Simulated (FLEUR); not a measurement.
# P under changes of volume

One of the cells (20.458 Å³/atom); the others are scaled copies at fixed shape and fractional positions:

```
P
1.0
     1.64774   -5.46504    0.00000
     1.64774    5.46504    0.00000
     0.00000    0.00000    4.54364
P
4
Direct
  0.90414 0.09586 0.58882
  0.09586 0.90414 0.41118
  0.59586 0.40414 0.08882
  0.40414 0.59586 0.91118
```

| Property | Result |
| --- | --- |
| Program | FLEUR MaX-R8.1 (patched build s14) |
| Functional | LDA (Perdew-Zunger) |
| Potentials or basis | all-electron |
| Basis | FLAPW |
| Kmax | 4.28 1/bohr |
| k mesh | 8 × 8 × 6 |
| Occupations | fermi-dirac, width 0.05 eV |
| Spin | no spin polarisation |

```csv
volume (Å³/atom),energy over the lowest point (meV/atom),gap on the mesh (eV)
19.230,5.47,0.08
19.639,0.00,0.07
20.458,2.21,0.02
21.276,?,?
21.685,32.03,0.08
```

What does the run at 21.276 Å³/atom give?

Energy over the lowest point 19.04 meV/atom; gap on the mesh 0.04 eV.

Worked out: A Birch-Murnaghan fit of order 2 (a polynomial in V^(-2/3)) to the other rows has its minimum at 19.93 Å³/atom with B0 = V·E''(V) = 79 GPa at fixed shape and positions, which overstates the stiffness. It gives 19.00 meV/atom at 21.276 Å³/atom, against the run's 19.04.

Energies are extrapolated to zero smearing.

Caveats: the plane-wave cutoff is short for the semicore states, which can make moduli rough.

A mesh can miss the band edges.
